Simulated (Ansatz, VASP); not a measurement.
**Zn36HNO35 (N-H pair in ZnO) in two plane-wave programs**

One calculation is typed for both programs; each brings its own data sets. How far apart do they land? The cell is taken from a series of runs on this material, whose earlier steps may have relaxed, scaled, displaced or heated it; both programs get it as it stands.

Program: Ansatz 0.2.0. Level of theory: plane waves, with VASP 6.6.1 beside it; single point at r2SCAN. Results are calculated unless marked as measured.

### 1. Set-up

The cell holds 73 atoms: 36 Zn, 35 O, 1 N and 1 H. Its edges and angles: a = 9.706 Å, b = 9.706 Å, c = 10.422 Å, α = 90.0°, β = 90.0°, γ = 120.0°. It derives from ZnO (ZnO (P6_3mc)). Nearest the centre at fractional (0.502, 0.584, 0.424): N72 at 0.32 Å, H73 at 0.55 Å, Zn24 at 1.97 Å, Zn20 at 1.98 Å, Zn17 at 2.00 Å, Zn8 at 2.35 Å, O69 at 2.83 Å, O65 at 2.83 Å.

### 2. VASP: single point, r2SCAN

A single point gives forces, pressure and levels at one fixed geometry, so differences don't come from the geometry; what else differs is listed under the comparison.

Lines of VASP's logs that name or quote its potential files are left out, and so is its time.

INCAR

```
SYSTEM = Zn36HNO35
PREC = Accurate
ENCUT = 580
EDIFF = 1E-06
NELM = 120
ISMEAR = -1
SIGMA = 0.01
LREAL = Auto
ALGO = Normal
METAGGA = R2SCAN
LASPH = .TRUE.
NBANDS = 376
LORBIT = 11
LWAVE = .FALSE.
LCHARG = .FALSE.
ISIF = 2
ISYM = 0
GGA_COMPAT = .FALSE.
EFERMI = MIDGAP
LMIXTAU = .TRUE.
NCORE = 2
```

POSCAR

```
Zn36HNO35
1.0
    9.7058587916      0.0000000000      0.0000000000
   -4.8529293958      8.4055202790      0.0000000000
    0.0000000000      0.0000000000     10.4220577674
Zn O N H
36 35 1 1
Direct
    0.1073648103      0.2194164003      0.2493568150
    0.2203301863      0.1097231400      0.0000444832
    0.1136616944      0.2251448852      0.7470625176
    0.2206886997      0.1083163744      0.4993640815
    0.1073484582      0.5553858589      0.2494624443
    0.2198119554      0.4429625670      0.9954162072
    0.1136675832      0.5559029328      0.7470620948
    0.2361797042      0.4507365224      0.4940718087
    0.1074497093      0.8874287961      0.2498271076
    0.2203996846      0.7766928098      0.0000267582
    0.1095509075      0.8884106701      0.7501400795
    0.2209068709      0.7781967394      0.4992955166
    0.4423760731      0.2223009358      0.2497552463
    0.5560553785      0.1111167727      0.0016710200
    0.4425248409      0.2187870407      0.7529781480
    0.5588640452      0.1126195360      0.5005206686
    0.4308224771      0.5497373475      0.2413009661
    0.5551024576      0.4434465220      0.9983985841
    0.4474370106      0.5576333629      0.7499276433
    0.5511489218      0.4316076019      0.5090467298
    0.4424374776      0.8880213144      0.2497109090
    0.5552102679      0.7780655645      0.9981168514
    0.4426642928      0.8913605609      0.7527000775
    0.5517341950      0.7860578651      0.5084904807
    0.7761730819      0.2217951738      0.2499519562
    0.8890012638      0.1109928908      0.9996291594
    0.7790801282      0.2232860080      0.7498158430
    0.8929144849      0.1132502468      0.4990243860
    0.7724783799      0.5524244346      0.2506539239
    0.8889826307      0.4441066352      0.9997298571
    0.7806186239      0.5561535396      0.7510520968
    0.8929794780      0.4456108701      0.4990555878
    0.7725659346      0.8874944337      0.2504801764
    0.8873894342      0.7767221943      0.0018240596
    0.7806981036      0.8919374692      0.7509099633
    0.8850789595      0.7753784142      0.4999172348
    0.2196085800      0.1096451273      0.1898529807
    0.1157299061      0.2258690336      0.4390595077
    0.2221607242      0.1104077207      0.6893082315
    0.1102035755      0.2208596008      0.9371058856
    0.2114964628      0.4393885760      0.1846395472
    0.1158852449      0.5557613053      0.4391753946
    0.2271187892      0.4471580148      0.6850499612
    0.1101601447      0.5556194318      0.9371238225
    0.2196585523      0.7772118346      0.1898526223
    0.1072057618      0.8865238729      0.4396679842
    0.2222190141      0.7789129161      0.6892419920
    0.1090498582      0.8876376961      0.9400204777
    0.5540466233      0.1108951702      0.1909483982
    0.4424212574      0.2164635348      0.4395765775
    0.5568384296      0.1121921169      0.6903542491
    0.4427779461      0.2200013697      0.9417772181
    0.5515614243      0.4431830222      0.1876204307
    0.5565953485      0.4419595940      0.6966898419
    0.4433310846      0.5549218421      0.9397578675
    0.5517524653      0.7763957577      0.1872579323
    0.4426109932      0.8925855097      0.4395339636
    0.5567621769      0.7821578630      0.6963641734
    0.4427690817      0.8892460948      0.9415308993
    0.8857247529      0.1091852649      0.1895245115
    0.7802182920      0.2231870069      0.4397308061
    0.8909018073      0.1130850029      0.6890013223
    0.7775030817      0.2219264442      0.9397546989
    0.8856949640      0.4438447198      0.1896542652
    0.7758344031      0.5517989852      0.4413058125
    0.8909155555      0.4451496760      0.6890299813
    0.7779224150      0.5553632777      0.9405669902
    0.8845055149      0.7757979334      0.1916920099
    0.7763489427      0.8901619685      0.4410003260
    0.8878409442      0.7774795204      0.6898057405
    0.7780431731      0.8888772439      0.9404234704
    0.4663999614      0.5668836759      0.4353166435
    0.5624133278      0.6132368037      0.4035684754
```

KPOINTS

```
Points of the shifted mesh
1
Reciprocal
 0.2500000000  0.2500000000  0.2500000000 1
```

The projector-augmented-wave data sets are Zn, O, N and H (PBE family, release 64).

On the command line:

```console
$ mpirun -np 8 vasp_std
```

Numbers of over 12 decimals in the logs are rounded to 6 here.

Log:

```text
[banner, memory and clock lines left out]
running    8 mpi-ranks, on    1 nodes
[...]
|                                                                             |
|               ----> ADVICE to this user running VASP <----                  |
|                                                                             |
|     You enforced a specific xc type in the INCAR file but a different       |
|     [... a line on the potential file left out ...]
|     I HOPE YOU KNOW WHAT YOU ARE DOING!                                     |
|                                                                             |

 LDA part: xc-table for (None), standard interpolation
 POSCAR, INCAR and KPOINTS ok, starting setup
[...]
entering main loop
       N       E                     dE             d eps       ncg     rms          rms(c)
DAV:   1     0.101211481798E+05    0.10121E+05   -0.29877E+05   752   0.278E+03
DAV:   2     0.189314798110E+04   -0.82280E+04   -0.79096E+04   752   0.784E+02
DAV:   3    -0.475813157758E+03   -0.23690E+04   -0.22367E+04   768   0.318E+02
DAV:   4    -0.828904426175E+03   -0.35309E+03   -0.34736E+03   840   0.128E+02
[...]
DAV:  42    -0.656965518815E+03    0.74248E-04   -0.14253E-05   904   0.139E-02    0.156E-02
DAV:  43    -0.656965521298E+03   -0.24829E-05   -0.16221E-06   408   0.408E-03    0.146E-02
DAV:  44    -0.656965520663E+03    0.63475E-06   -0.44288E-07   400   0.352E-03
   1 F= -.65696552E+03 E0= -.65696552E+03  d E =0.000000E+00
```

From OUTCAR (step 2):

```text
  FREE ENERGIE OF THE ION-ELECTRON SYSTEM (eV)
  ---------------------------------------------------
  free  energy   TOTEN  =      -656.9655206632 eV

  energy  without entropy=     -656.9655206632  energy(sigma->0) =     -656.96552066

[... 1 further part left out ...]
```

The run ends at a pressure of 1.82 GPa, with forces up to 10 eV/Å.

[end of part 1 of 2]

[Lines on the potential files, build, host, timing and source positions are cut from VASP's logs without a mark.]

[Logs are printed without paths, hosts, clocks, repeated set-up lines and the standing remarks that a program may print on its own settings, such as how far it seeks lower states.]

[Hosts, paths, dates, database ids (printed as entryN), source tags and the programs' standing remarks are cut or masked in the printed files.]
